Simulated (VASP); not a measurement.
As2Pt (Sperrylite):

```
As Pt
1.0
     5.96650    0.00000    0.00000
     0.00000    5.96650    0.00000
     0.00000    0.00000    5.96650
As Pt
8 4
Direct
  0.38300 0.38300 0.38300
  0.11700 0.61700 0.88300
  0.88300 0.11700 0.61700
  0.61700 0.88300 0.11700
  0.61700 0.61700 0.61700
  0.88300 0.38300 0.11700
  0.11700 0.88300 0.38300
  0.38300 0.11700 0.88300
  0.00000 0.00000 0.00000
  0.50000 0.00000 0.50000
  0.50000 0.50000 0.00000
  0.00000 0.50000 0.50000
```

* Program: VASP 6.6.1
* Task: relaxation of cell and atoms
* Functional: r2SCAN
* Potentials or basis: VASP PAW PBE potentials, release 64 (As, Pt)
* Cutoff: 600 eV
* k mesh: 6 × 6 × 6
* Occupations: gaussian, width 0.03 eV
* Spin: no spin polarisation

At the start: pressure 3.4 GPa; volume 17.70 Å³/atom.

**Question.** Where does the relaxation end?

**Answer.** Over 5 steps the energy falls by 4.5 meV/atom and the volume is 18.08 Å³/atom (+2.2 %); space group Pa-3 (No. 205, to 0.05 Å).

Step by step:
```
step  energy change (eV)  largest force (eV/Å)  pressure (GPa)  volume (Å³)
   1              0.0000                0.1740            3.41       212.40
   2              0.0540                0.0780           -4.63       224.18
   3             -0.0509                0.1296           -0.13       217.11
   4             -0.0543                0.0154           -0.02       217.02
   5             -0.0543                0.0014            0.00       217.01
```

Final structure:
```cif
data_structure
_symmetry_space_group_name_H-M 'P 1'
_symmetry_Int_Tables_number 1
_cell_length_a 6.0093
_cell_length_b 6.0093
_cell_length_c 6.0093
_cell_angle_alpha 90.000
_cell_angle_beta 90.000
_cell_angle_gamma 90.000
_cell_volume 217.01
loop_
_atom_site_label
_atom_site_type_symbol
_atom_site_fract_x
_atom_site_fract_y
_atom_site_fract_z
_atom_site_occupancy
As1 As 0.38396 0.38396 0.38396 1
As2 As 0.11604 0.61604 0.88396 1
As3 As 0.88396 0.11604 0.61604 1
As4 As 0.61604 0.88396 0.11604 1
As5 As 0.61604 0.61604 0.61604 1
As6 As 0.88396 0.38396 0.11604 1
As7 As 0.11604 0.88396 0.38396 1
As8 As 0.38396 0.11604 0.88396 1
Pt1 Pt 0.00000 0.00000 0.00000 1
Pt2 Pt 0.50000 0.00000 0.50000 1
Pt3 Pt 0.50000 0.50000 0.00000 1
Pt4 Pt 0.00000 0.50000 0.50000 1
```

Caveat: the PAW data sets were made with another functional, which shifts forces and pressure a little.
